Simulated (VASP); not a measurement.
# Ba (Cmmm) in VASP: a series of runs, part 2 of 2

VASP 6.6.1. Earlier steps stand in the parts before.

## (3) Electric field gradients, LDA (volume scaled by 0.96)

The input, INCAR:

```
SYSTEM = Ba
ALGO = Fast
EDIFF = 1E-8
ENCUT = 520
ISIF = 2
ISMEAR = -1
LASPH = .TRUE.
LCHARG = .FALSE.
LEFG = .TRUE.
LREAL = .FALSE.
LWAVE = .FALSE.
NBANDS = 11
NELM = 60
PREC = Accurate
SIGMA = 0.08
```

The input, KPOINTS:

```
k-points
0
G
  12 12 7
  0 0 0
```

The input, POSCAR:

```
Ba
1.0
    1.9285778421     -3.6006696285      0.0000000000
    1.9285778421      3.6006696285      0.0000000000
    0.0000000000      0.0000000000      5.6229635295
Ba
1
Direct
    0.0000000000      0.0000000000      0.0000000000
```

Potentials or basis: VASP PAW LDA potentials, release 64 (Ba_sv).

On the command line:

```sh
$ cat potpaw_LDA.64/Ba_sv/POTCAR > POTCAR
$ mpirun -np 1 vasp_std > vasp.out
```

OUTCAR:

```text
SYSTEM = Ba
   EDIFF = 1E-8
   ENCUT = 520
   ISIF = 2
   ISMEAR = -1
   LASPH = .TRUE.
   LREAL = .FALSE.
   NELM = 60
   PREC = Accurate

 ion  position               nearest neighbor table
   1  0.000  0.000  0.000-

  LATTYP: Found a base centered orthorhombic cell.
 ALAT       =     3.8571556842
 B/A-ratio  =     1.8670076726
 C/A-ratio  =     1.4578005115

  Lattice vectors:

 A1 = (   1.9285778421,  -3.6006696285,   0.0000000000)
 A2 = (   1.9285778421,   3.6006696285,   0.0000000000)
 A3 = (   0.0000000000,   0.0000000000,   5.6229635295)

Analysis of symmetry for initial positions (statically):
=====================================================================
 Subroutine PRICEL returns:
 Original cell was already a primitive cell.

 Routine SETGRP: Setting up the symmetry group for a
 base centered orthorhombic supercell.

 Subroutine GETGRP returns: Found  8 space group operations
 (whereof  8 operations were pure point group operations)
 out of a pool of  8 trial point group operations.

The static configuration has the point symmetry D_2h.

Analysis of symmetry for dynamics (positions and initial velocities):
=====================================================================
 Subroutine PRICEL returns:
 Original cell was already a primitive cell.

 Routine SETGRP: Setting up the symmetry group for a
 base centered orthorhombic supercell.

 Subroutine GETGRP returns: Found  8 space group operations
 (whereof  8 operations were pure point group operations)
 out of a pool of  8 trial point group operations.

The dynamic configuration has the point symmetry D_2h.

 Subroutine INISYM returns: Found  8 space group operations
 (whereof  8 operations are pure point group operations),
 and found     1 'primitive' translations

----------------------------------------------------------------------------------------

                                     Primitive cell

  volume of cell :      78.0936

  direct lattice vectors                    reciprocal lattice vectors
     1.928577842 -3.600669628  0.000000000     0.259258397 -0.138863059  0.000000000
     1.928577842  3.600669628  0.000000000     0.259258397  0.138863059  0.000000000
     0.000000000  0.000000000  5.622963529     0.000000000  0.000000000  0.177842164

  length of vectors
     4.084633921  4.084633921  5.622963529     0.294105195  0.294105195  0.177842164

  position of ions in fractional coordinates (direct lattice)
     0.000000000  0.000000000  0.000000000

  ion indices of the primitive-cell ions
   primitive index   ion index
                 1           1

----------------------------------------------------------------------------------------

 KPOINTS: k-points

Automatic generation of k-mesh.
 Grid dimensions read from file:
 generate k-points for:   12   12    7

 Generating k-lattice:

  Cartesian coordinates                     Fractional coordinates (reciprocal lattice)
     0.021604866 -0.011571922  0.000000000     0.083333333  0.000000000  0.000000000
[... 74 lines left out ...]
   ISMEAR =    -1;   SIGMA  =   0.08  broadening in eV -4-tet -1-fermi 0-gaus
   EFERMI_NEDOS =   21; number of points for ismear=-14 and -15
   IALGO  =     68    algorithm
   IMIX   =      4    mixing-type and parameters
     AMIX     =   0.40;   BMIX     =  1.00
     AMIX_MAG =   1.60;   BMIX_MAG =  1.00
  volume/ion in A,a.u.               =      78.09       527.00
  Fermi-wavevector in a.u.,A,eV,Ry     =   0.825156  1.559319  9.263976  0.680883
  Thomas-Fermi vector in A             =   1.936966
   LORBIT       =      0    0 simple, 1 ext, 2 COOP (PROOUT), +10 PAW based schemes
   GGA     = CA    functional components
   LHFCALC =     F    Hartree Fock is set to
   AEXX    =    0.0000 exact exchange contribution
   IVDW    =     0    specifies the selected vdW correction
   LEPSILON=     F    determine dielectric tensor
   LRPA    =     F    only Hartree local field effects (RPA)
 non-spin polarized calculation
 RMM-DIIS sequential band-by-band and
  energy-cutoff  :      520.00
  volume of cell :       78.09
 maximum number of plane-waves:      2119
   NGX = 15   NGY = 15   NGZ = 21

 number of electron      10.0000000 magnetization

 number of electron       9.9999998 magnetization

 Free energy of the ion-electron system (eV)
  ---------------------------------------------------
  ext. energy  EPLUGINS =         0.00000000
  ---------------------------------------------------
  free energy    TOTEN  =        -1.64398237 eV

  energy without entropy =       -1.58627361  energy(sigma->0) =       -1.61512799

 E-fermi :   0.6396     XC(G=0):  -6.7361

 val. band max:        0.6391411361   @ k =   0.4167   0.4167   0.1429
 cond. band min:       0.6407179205   @ k =  -0.0833   0.0833   0.2857
 fundamental gap:      0.0015767844
 Fermi energy:         0.6395561355

 k-point     1 :       0.0000    0.0000    0.0000
  band No.  band energies     occupation
      1     -28.3682      2.00000
      2     -13.6336      2.00000
      3     -13.1173      2.00000
      4     -13.0188      2.00000
      5      -1.7186      2.00000
      6       0.5754      1.38095
      7       2.1233      0.00000
      8       3.1366      0.00000
      9       3.9072      0.00000
     10       4.7417      0.00000
     11       5.0774      0.00000
[... 309 lines left out ...]
 k-point    24 :      -0.4167    0.1667    0.0000
  band No.  band energies     occupation
      1     -28.2811      2.00000
      2     -13.7327      2.00000
      3     -13.5107      2.00000
      4     -13.3887      2.00000
      5       0.2533      1.98413
      6       1.2776      0.00069
      7       1.7392      0.00000
      8       2.2187      0.00000
      9       3.4191      0.00000
     10       5.0862      0.00000
     11       6.7603      0.00000

 [... further k-points ...]

------------------------ aborting loop because EDIFF is reached ----------------------------------------

  FORCE on cell =-STRESS in cart. coord.  units (eV):
  Direction    XX          YY          ZZ          XY          YZ          ZX
  --------------------------------------------------------------------------------------
  -------------------------------------------------------------------------------------
  Total        0.8273714      0.1304122     -1.2205153      0.0000000      0.0000000      0.0000000
  in kB       16.9744373      2.6755510    -25.0402186      0.0000000      0.0000000      0.0000000
  external PRESSURE =      -1.7967434 kB  Pullay stress =       0.0000000 kB

 VOLUME and BASIS-vectors are now :
 -----------------------------------------------------------------------------
  energy-cutoff  :      520.00
  volume of cell :       78.09
      direct lattice vectors                 reciprocal lattice vectors
     1.928577842 -3.600669628  0.000000000     0.259258397 -0.138863059  0.000000000
     1.928577842  3.600669628  0.000000000     0.259258397  0.138863059  0.000000000
     0.000000000  0.000000000  5.622963529     0.000000000  0.000000000  0.177842164

 POSITION                                       TOTAL-FORCE (eV/Angst)
 -----------------------------------------------------------------------------------
      0.00000      0.00000      0.00000        -0.000000      0.000000      0.000000
 -----------------------------------------------------------------------------------
    total drift:                                0.000000      0.000000     -0.000000

  FREE ENERGIE OF THE ION-ELECTRON SYSTEM (eV)
  ---------------------------------------------------
  free  energy   TOTEN  =        -1.6439823726 eV

  energy  without entropy=       -1.5862736063  energy(sigma->0) =       -1.61512799

 Electric field gradients (V/A^2)
---------------------------------------------------------------------
 ion       V_xx      V_yy      V_zz      V_xy      V_xz      V_yz
---------------------------------------------------------------------
   1      32.129    -9.580   -22.550    -0.000     0.000     0.000
---------------------------------------------------------------------

 Electric field gradients after diagonalization (V/A^2)
 (convention: |V_zz| > |V_xx| > |V_yy|)
----------------------------------------------------------------------
 ion       V_xx      V_yy      V_zz     asymmetry (V_yy - V_xx)/ V_zz
----------------------------------------------------------------------
   1     -22.550    -9.580    32.129       0.404
----------------------------------------------------------------------

           NMR quadrupolar parameters

 Cq : quadrupolar parameter    Cq=e*Q*V_zz/h
 eta: asymmetry parameters     (V_yy - V_xx)/ V_zz
 Q  : nuclear electric quadrupole moment in mb (millibarn)
----------------------------------------------------------------------
 ion       Cq(MHz)       eta       Q (mb)
----------------------------------------------------------------------
   1       0.078       0.404       1.000
----------------------------------------------------------------------
```

OSZICAR:

```text
N       E                     dE             d eps       ncg     rms          rms(c)
DAV:   1     0.598256235039E+02    0.59826E+02   -0.40191E+03  3784   0.726E+02
DAV:   2     0.182148795286E+01   -0.58004E+02   -0.56470E+02  4559   0.133E+02
DAV:   3    -0.173808230585E+01   -0.35596E+01   -0.35177E+01  4882   0.356E+01
DAV:   4    -0.188796120360E+01   -0.14988E+00   -0.14961E+00  5199   0.632E+00
DAV:   5    -0.189137323265E+01   -0.34120E-02   -0.34115E-02  5076   0.810E-01    0.250E+00
RMM:   6    -0.167680486262E+01    0.21457E+00   -0.80606E-02  3993   0.138E+00    0.123E+00
RMM:   7    -0.164411041178E+01    0.32694E-01   -0.62892E-02  4400   0.122E+00    0.294E-01
RMM:   8    -0.164492113248E+01   -0.81072E-03   -0.76715E-03  4529   0.531E-01    0.149E-01
RMM:   9    -0.164390720491E+01    0.10139E-02   -0.20616E-03  5421   0.223E-01    0.317E-02
RMM:  10    -0.164397055636E+01   -0.63351E-04   -0.36467E-04  5781   0.842E-02    0.203E-02
RMM:  11    -0.164398045997E+01   -0.99036E-05   -0.68672E-05  6044   0.359E-02    0.303E-03
RMM:  12    -0.164398184471E+01   -0.13847E-05   -0.14439E-05  6504   0.129E-02    0.109E-03
RMM:  13    -0.164398219290E+01   -0.34819E-06   -0.35214E-06  6625   0.587E-03    0.392E-04
RMM:  14    -0.164398231374E+01   -0.12084E-06   -0.11098E-06  6282   0.292E-03    0.209E-04
RMM:  15    -0.164398235330E+01   -0.39554E-07   -0.36095E-07  5501   0.160E-03    0.737E-05
RMM:  16    -0.164398236759E+01   -0.14294E-07   -0.13172E-07  4723   0.984E-04    0.364E-05
RMM:  17    -0.164398237263E+01   -0.50356E-08   -0.48306E-08  4100   0.601E-04
   1 F= -.16439824E+01 E0= -.16151280E+01  d E =-.577088E-01
```

stdout:

```text
POSCAR found type information on POSCAR Ba
 POSCAR found :  1 types and       1 ions
 scaLAPACK will be used
[... 31 lines left out ...]
 num prob  num prob  num prob  num prob WARNING in EDDRMM: call to ZHEGV failed, returncode =   6  3      6
 num prob  num prob  num prob  num prob  num prob  num prob  num prob  num prob  num prob  num prob  num prob  num prob  num prob  num prob  num prob  num prob  num prob  num prob  num prob  num prob  num prob  num prob  num prob  num prob  num prob  num prob  num prob  num prob  num prob RMM:  17    -0.164398237263E+01   -0.50356E-08   -0.48306E-08  4100   0.601E-04
ion   1
```

It took 4.4 min on 1 thread of Intel Xeon Platinum 8488C (Sapphire Rapids), shared host; peak memory 0.27 GiB.

What came out:

- Free energy: -1.6440 eV
- Pressure: -0.2 GPa
- Band gap on the k mesh: none (metal or under the smearing width)

Stress tensor (GPa, compression positive):
```
 1.70  0.00  0.00
 0.00  0.27  0.00
 0.00  0.00 -2.50
```

Levels at points of the mesh, in eV from the Fermi level:
```tsv
k point	band 2	band 3	band 4	band 5	band 6	band 7	band 8	band 9
(0.00, 0.00, 0.00)	-14.27	-13.76	-13.66	-2.36	-0.06	1.48	2.50	3.27
(0.50, 0.00, 0.00)	-14.69	-14.11	-13.96	-0.79	0.58	1.41	1.93	3.29
(0.50, 0.50, 0.00)	-14.57	-14.15	-13.81	-0.77	0.59	1.11	1.56	3.80
```

Electric field gradients, principal values (V/Å²):
```csv
atom,Vxx,Vyy,Vzz
1 Ba,-9.580,-22.550,32.129
```

## (4) Electric field gradients, LDA

The input, INCAR:

```
SYSTEM = Ba
  ALGO = Fast
  EDIFF = 1E-8
  ENCUT = 520
  GGA = CA
  ISIF = 2
  ISMEAR = -1
  LASPH = .True.
  LCHARG = .False.
  LEFG = .True.
  LREAL = .False.
  LWAVE = .False.
  NBANDS = 11
  NELM = 60
  PREC = Accurate
  SIGMA = 0.08
```

The input, KPOINTS:

```
k-points
0
Gamma
  12 12 7
  0 0 0
```

The input, POSCAR:

```
Ba
1.0
    1.9550000000     -3.6500000000      0.0000000000
    1.9550000000      3.6500000000      0.0000000000
    0.0000000000      0.0000000000      5.7000000000
Ba
1
Direct
    0.0000000000      0.0000000000      0.0000000000
```

Potentials or basis: VASP PAW LDA potentials, release 64 (Ba_sv).

On the command line:

```sh
$ cat potpaw_LDA.64/Ba_sv/POTCAR > POTCAR
$ mpirun -np 1 vasp_std > vasp.out
```

OUTCAR:

```text
SYSTEM = Ba
   EDIFF = 1E-8
   ENCUT = 520
   GGA = CA
   ISIF = 2
   ISMEAR = -1
   LASPH = .True.
   LREAL = .False.
   NELM = 60
   PREC = Accurate

 ion  position               nearest neighbor table
   1  0.000  0.000  0.000-

  LATTYP: Found a base centered orthorhombic cell.
 ALAT       =     3.9100000000
 B/A-ratio  =     1.8670076726
 C/A-ratio  =     1.4578005115

  Lattice vectors:

 A1 = (   1.9550000000,  -3.6500000000,   0.0000000000)
 A2 = (   1.9550000000,   3.6500000000,   0.0000000000)
 A3 = (   0.0000000000,   0.0000000000,   5.7000000000)

Analysis of symmetry for initial positions (statically):
=====================================================================
 Subroutine PRICEL returns:
 Original cell was already a primitive cell.

 Routine SETGRP: Setting up the symmetry group for a
 base centered orthorhombic supercell.

 Subroutine GETGRP returns: Found  8 space group operations
 (whereof  8 operations were pure point group operations)
 out of a pool of  8 trial point group operations.

The static configuration has the point symmetry D_2h.

Analysis of symmetry for dynamics (positions and initial velocities):
=====================================================================
 Subroutine PRICEL returns:
 Original cell was already a primitive cell.

 Routine SETGRP: Setting up the symmetry group for a
 base centered orthorhombic supercell.

 Subroutine GETGRP returns: Found  8 space group operations
 (whereof  8 operations were pure point group operations)
 out of a pool of  8 trial point group operations.

The dynamic configuration has the point symmetry D_2h.

 Subroutine INISYM returns: Found  8 space group operations
[... 163 lines left out ...]
     11       4.8005      0.00000
[... 309 lines left out ...]
 k-point    24 :      -0.4167    0.1667    0.0000
  band No.  band energies     occupation
      1     -28.4411      2.00000
      2     -13.8502      2.00000
      3     -13.6766      2.00000
      4     -13.5445      2.00000
      5       0.1156      1.99055
      6       1.1610      0.00089
      7       1.6176      0.00000
      8       2.0461      0.00000
      9       3.2340      0.00000
     10       4.8371      0.00000
     11       6.4433      0.00000

 [... further k-points ...]

------------------------ aborting loop because EDIFF is reached ----------------------------------------

  FORCE on cell =-STRESS in cart. coord.  units (eV):
  Direction    XX          YY          ZZ          XY          YZ          ZX
  --------------------------------------------------------------------------------------
  -------------------------------------------------------------------------------------
  Total        0.6886901     -0.0108862     -1.1625168      0.0000000      0.0000000      0.0000000
  in kB       13.5640682     -0.2144091    -22.8963028      0.0000000      0.0000000      0.0000000
  external PRESSURE =      -3.1822146 kB  Pullay stress =       0.0000000 kB

 VOLUME and BASIS-vectors are now :
 -----------------------------------------------------------------------------
  energy-cutoff  :      520.00
  volume of cell :       81.35
      direct lattice vectors                 reciprocal lattice vectors
     1.955000000 -3.650000000  0.000000000     0.255754476 -0.136986301  0.000000000
     1.955000000  3.650000000  0.000000000     0.255754476  0.136986301  0.000000000
     0.000000000  0.000000000  5.700000000     0.000000000  0.000000000  0.175438596

 POSITION                                       TOTAL-FORCE (eV/Angst)
 -----------------------------------------------------------------------------------
      0.00000      0.00000      0.00000        -0.000000     -0.000000      0.000000
 -----------------------------------------------------------------------------------
    total drift:                               -0.000000     -0.000000     -0.000000

  FREE ENERGIE OF THE ION-ELECTRON SYSTEM (eV)
  ---------------------------------------------------
  free  energy   TOTEN  =        -1.6389266123 eV

  energy  without entropy=       -1.5811538729  energy(sigma->0) =       -1.61004024

 Electric field gradients (V/A^2)
---------------------------------------------------------------------
 ion       V_xx      V_yy      V_zz      V_xy      V_xz      V_yz
---------------------------------------------------------------------
   1      25.379   -13.117   -12.262     0.000     0.000     0.000
---------------------------------------------------------------------

 Electric field gradients after diagonalization (V/A^2)
 (convention: |V_zz| > |V_xx| > |V_yy|)
----------------------------------------------------------------------
 ion       V_xx      V_yy      V_zz     asymmetry (V_yy - V_xx)/ V_zz
----------------------------------------------------------------------
   1     -13.117   -12.262    25.379       0.034
----------------------------------------------------------------------

           NMR quadrupolar parameters

 Cq : quadrupolar parameter    Cq=e*Q*V_zz/h
 eta: asymmetry parameters     (V_yy - V_xx)/ V_zz
 Q  : nuclear electric quadrupole moment in mb (millibarn)
----------------------------------------------------------------------
 ion       Cq(MHz)       eta       Q (mb)
----------------------------------------------------------------------
   1       0.061       0.034       1.000
----------------------------------------------------------------------
```

stdout:

```text
POSCAR found type information on POSCAR Ba
 POSCAR found :  1 types and       1 ions
[... 26 lines left out ...]
 num prob  num prob  num prob  num prob  num prob  num prob WARNING in EDDRMM: call to ZHEGV failed, returncode =   8  4      8
 num prob  num prob  num prob  num prob  num prob  num prob  num prob  num prob  num prob  num prob  num prob  num prob  num prob  num prob  num prob  num prob  num prob  num prob  num prob  num prob  num prob  num prob  num prob  num prob  num prob  num prob  num prob  num prob  num prob  num prob RMM:  17    -0.163892661231E+01   -0.48938E-08   -0.48308E-08  4127   0.620E-04
ion   1
```

It took 2 min on 1 thread of Intel Xeon Platinum 8488C (Sapphire Rapids), shared host; peak memory 0.27 GiB.

Results:

```yaml
Free_energy: -1.6389 eV
Pressure: -0.3 GPa
Band_gap_on_the_k_mesh: none (metal or under the smearing width)
```

Stress tensor (GPa, compression positive):
```
 1.36  0.00  0.00
 0.00 -0.02  0.00
 0.00  0.00 -2.29
```

Levels at points of the mesh, in eV from the Fermi level:
```
           k point  band 1  band 2  band 3  band 4  band 5  band 6  band 7  band 8  band 9  band 10
(0.00, 0.00, 0.00)  -29.06  -14.33  -13.85  -13.76   -2.36   -0.04    1.45    2.42    3.11     3.94
(0.50, 0.00, 0.00)  -28.96  -14.68  -14.18  -14.03   -0.76    0.58    1.36    1.81    3.17     5.47
(0.50, 0.50, 0.00)  -28.99  -14.57  -14.22  -13.89   -0.76    0.59    1.08    1.46    3.65     5.51
```

Electric field gradients, principal values (V/Å²):
```tsv
atom	Vxx	Vyy	Vzz
1 Ba	-12.262	-13.117	25.379
```

Spin-orbit coupling is left out, which matters for the levels of Ba.

## (5) Overview

| level | potentials or basis | cell | gap on the mesh (eV) | pressure (GPa) |
| --- | --- | --- | --- | --- |
| PBE | VASP PAW PBE potentials, release 64 (Ba_sv) | volume scaled by 0.9405, crystal datasets | none | 0.9 |
| LDA | VASP PAW LDA potentials, release 64 (Ba_sv) | functional lda, volume scaled by 0.96, PAW files | none | -0.2 |
| LDA | VASP PAW LDA potentials, release 64 (Ba_sv) | as given | none | -0.3 |

Alike in all rows: task electric field gradients; no spin polarisation; k mesh 12 × 12 × 7; cutoff (eV) 520; smearing fermi-dirac 0.08 eV.

Absolute energies hang on the potentials; compare differences alone.
